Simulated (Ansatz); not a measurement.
**TiAl₃ films: biaxial stress and wafer bow**

Plane-wave DFT in Ansatz, r2SCAN, scalar-relativistic PAW potentials, cutoff 500 eV, no spin-orbit coupling; no spin polarisation. TiAl₃ in space group I4/mmm, strained equally along a and b of the conventional cell, with c and the atoms relaxed within the symmetry (a film with c along the normal). Stress is the in-plane mean, tension positive.

| strain (%) | stress (GPa) | E − E(0) (meV/atom) |
| --- | --- | --- |
| -3.0 | -9.87 | 26.9 |
| -2.0 | -6.24 | 11.5 |
| -1.0 | -2.92 | 2.7 |
| +0.0 | 0.08 | 0.0 |
| +1.0 | 2.79 | 3.0 |
| +2.0 | ? | 11.1 |
| +3.0 | 7.25 | 23.5 |

Question: Fit the stress, get the biaxial modulus and predict the missing row.

Answer: A parabola through the given rows is σ = 0.09 + 2.853 ε -0.1551 ε² GPa (ε in %), so M = dσ/dε = 285 GPa at zero. It predicts 5.18 GPa at +2.0 %; the run gave 5.16 GPa. The miss is 0.02 GPa, so the fit holds. The negative square term means that the film is stiffer in compression than in tension. The energies check it: E/V = Mε² at small strain, and a cubic fit with V = 15.65 Å³/atom gives M = 287 GPa, in agreement.

Question: How much does a 50 nm film at +0.2 % strain bow a 300 mm Si(001) wafer 775 μm thick?

Answer: The fit, without its small constant, gives σ = 0.56 GPa. Stoney's formula, κ = 6σt_f/(M_s t_s²) with M_s = 180.5 GPa for Si(001) (literature), gives |κ| = 1.55×10⁻³ m⁻¹ and a bow κr²/2 = 17.4 μm at r = 150 mm, with the film side concave (tension pulls the edges up). This assumes a single-crystal or fully textured, unrelaxed film at 0 K.

The cell has no gap in any row, so the stresses hang on mesh and smearing.

Cost: about 10 core-minutes for the runs cited, on Intel Xeon Platinum 8488C (Sapphire Rapids) (shared hosts).

The film resists in-plane strain strongly, and its tangent stiffness falls steadily from compression to tension. This is ordinary bond anharmonicity: shortened bonds meet steeply rising repulsion, while stretched ones lose orbital overlap. The high modulus for an aluminium-rich metal probably comes from directional Ti 3d–Al 3p hybridisation, which also makes trialuminides of this kind stiff and brittle.

The energies show the same asymmetry at the larger strains, but the ±1.0 % pair reverses it, with tension costing slightly more. The small residual tension at nominal zero probably accounts for this, since its linear contribution can outweigh the cubic term near the minimum. At the strain used for the wafer, the anharmonic correction hardly matters, so the predicted bow follows almost entirely from the modulus and the assumed mismatch. The calculation therefore supports an elastic conversion from strain to bow, but it does not establish what strain deposition and cooling would leave in a real film.
